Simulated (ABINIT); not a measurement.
## Au: equation of state with PBE+D3(BJ)

**What was measured.**

From “Exploring toroidal anvil profiles for larger sample volumes above 4 Mbar”, 2024, pmc:11102561, for a bulk crystal of Au: bulk modulus 167 GPa.

Au:

```
Au
1.0
     0.00000    2.03500    2.03500
     2.03500    0.00000    2.03500
     2.03500    2.03500    0.00000
Au
1
Cartesian
  0.0000 0.0000 0.0000
```

```yaml
Program: ABINIT 10.8.3 (patched build)
Task: equation of state
Functional: PBE
Dispersion: D3(BJ)
Potentials_or_basis: JTH PAW PBE v2.0
Cutoff: 680 eV
k_mesh: 11 × 11 × 11
Occupations: fermi-dirac, width 0.05 eV
Spin: no spin polarisation
```

- Equilibrium volume: 17.28 Å³/atom
- Bulk modulus: 164 GPa
- Pressure derivative of the bulk modulus: 6.0

Energy against volume, from the lowest point:
| volume (Å³/atom) | energy (meV/atom) |
| --- | --- |
| 15.843 | 74.68 |
| 16.181 | 41.58 |
| 16.518 | 18.94 |
| 16.855 | 5.47 |
| 17.192 | 0.00 |
| 17.529 | 1.51 |
| 17.866 | 9.15 |

It took 87 s on 1 thread of Arm Neoverse V2, with other jobs on the host, peak memory 0.15 GiB.

Against the measured bulk modulus of Au, 167 GPa (quoted in “Exploring toroidal anvil profiles for larger sample volumes above 4 Mbar”, 2024, pmc:11102561), the calculated 164 GPa is off by -1.7 %. The fit is for a static lattice scaled at fixed shape and fixed fractional positions.

Caveat: pressures at fixed basis lie under the slope of the energies. Spin-orbit coupling is left out, which matters for the levels of Au.
